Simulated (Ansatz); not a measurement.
A (100) slab of Sn (Fd-3m (No. 227)), 9 planes, outer planes Sn (top) and Sn (bottom), with 9 atoms (Sn9) in a surface cell of A = 21.396 Å², as cut from the bulk:

```yaml
crystal:
  lattice:
    - [4.62558, 0.00000, 0.00000]
    - [0.00000, 4.62558, 0.00000]
    - [0.00000, 0.00000, 28.08312]
  atoms:
    - { symbol: Sn, position: [0.00000, 0.50000, 0.26706] }
    - { symbol: Sn, position: [0.00000, 0.00000, 0.32530] }
    - { symbol: Sn, position: [0.50000, 0.00000, 0.38353] }
    - { symbol: Sn, position: [0.50000, 0.50000, 0.44177] }
    - { symbol: Sn, position: [0.00000, 0.50000, 0.50000] }
    - { symbol: Sn, position: [0.00000, 0.00000, 0.55823] }
    - { symbol: Sn, position: [0.50000, 0.00000, 0.61647] }
    - { symbol: Sn, position: [0.50000, 0.50000, 0.67470] }
    - { symbol: Sn, position: [0.00000, 0.50000, 0.73294] }
```

The calculation used DFT PBEsol, scalar-relativistic, plane waves, PAW in Ansatz. Cutoff 420 eV; k points 8×8×1 on the computed 9-atom cell (Γ-centred); Gaussian smearing, width 0.10 eV; no spin polarisation.

Against the same 9 atoms in the bulk, the slab as cut lies 2.781 eV higher and the relaxed slab 2.777 eV higher.

(1) Work out the surface energy before and after relaxation.

(2) A cut through this plane breaks about 2 nearest-neighbour bonds a surface cell. What does each broken bond cost, before relaxation?

(3) What is the ideal work of this cut, per area?

Answers

(1) The slab has two faces, so γ = (E_slab − N·E_bulk)/(2A), the mean of both. As cut: 2.781/(2 × 21.396) = 0.0650 eV/Å², and 1 eV/Å² = 16.02 J/m², so γ = 1.04 J/m². Relaxed: 2.777/(2 × 21.396) = 0.0649 eV/Å² = 1.04 J/m². Relaxation recovers 0.1 % of the cost of cutting.

(2) One cut makes two faces and costs 2γA = 2.781 eV, shared by 2 bonds: 1.39 eV a bond. In a metal this is less than the cohesive energy a bond, since the bonds that remain at the surface strengthen.

(3) Griffith's ideal work is 2γ: 2.08 J/m², whether the new faces relax or not. One thickness was run, 9 planes, so γ can still shift with it.